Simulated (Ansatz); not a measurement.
# Mo: symmetry broken, then relaxed

The task, for Mo: disturb the structure and relax it again.

Method: DFT r2SCAN, scalar-relativistic, plane waves, PAW, in Ansatz 0.2.0.

1 further run of the same task is left out (set aside as unsound or not needed).

## 1. Starting point

Symmetry: P6/mmm, No. 191, hexagonal system. Conventional cell: a = 2.749 Å, b = 2.749 Å, c = 2.534 Å, α = 90.00°, β = 90.00°, γ = 120.00°. Mo (site symmetry 6/mmm) has 8 Mo at 2.53 to 2.75 Å as nearest neighbours.

As a file:

```
CELL_PARAMETERS angstrom
2.74882 0.00000 0.00000
-1.37441 2.38055 0.00000
0.00000 0.00000 2.53390
ATOMIC_POSITIONS crystal
Mo 0.00000 0.00000 0.50000
```

It goes back to an entry of the Materials Project, which need not be the stable form.

It is the result of an earlier relaxation at this level (volume 16.58 Å³/atom; gap on the mesh: none (metal)).

## 2. Zero of energy

The reference gives a free energy of -4966.6684 eV, pressure -0.34 GPa, largest force 0.000 eV/Å and gap on the mesh none (metal). It was computed beforehand with the settings of the runs below.

## 3. Breaking the symmetry

Cell sheared at random, sigma 0.03. Displacements in the unstrained cell, with the mean shift removed:

```
atom  ux (Å)  uy (Å)  uz (Å)
 Mo1   0.000   0.000   0.000
```

Strain (xx, yy, zz, yz, xz, xy; engineering shear): (-0.0668, 0.0242, 0.0426, 0.0547, 0.0074, -0.0289).

## 4. Single point of the disturbed structure

Input file input.yaml:

```yaml
crystal:
  lattice:
    - [2.5652565622, -0.039741545, 0.0101494564]
    - [-1.3170454686, 2.4580090175, 0.0600193694]
    - [0.0093559172, 0.0692874484, 2.6418079414]
  atoms:
    - { symbol: Mo, position: [0.0, 0.0, 0.5] }
basis:
  ecutwfc: 500
kpoints:
  mp_grid: { grid: [12, 12, 14] }
hamiltonian:
  xc: r2scan
scf:
  occupations: { method: gaussian, width: 0.15 }
output:
  forces: true
  stress: true
  eigenvalues: true
  write_density: true
  write_potential: true
  elf: true
  volumetric_format: npy
```

The run is started by

```bash
$ ansatz run input.yaml --threads 1 --pin off --max-ram 2560MiB --backend cpu --events-out ev --progress --plain --runs-dir out
```

The session goes on with these runs: relaxing from there.

Before running it: what results should come out? Wanted: end of the relaxation, from the reference; final space group.

The runs gave:

| quantity | value |
| --- | --- |
| cost of the disturbance | 34.6 meV/atom |
| end of the relaxation, from the reference | +34.6 meV/atom |
| final space group | P-1 (tolerance 0.05 Å; reference P6/mmm) |

What this shows: It ends 34.6 meV/atom above the reference, since the strained cell was held fixed.
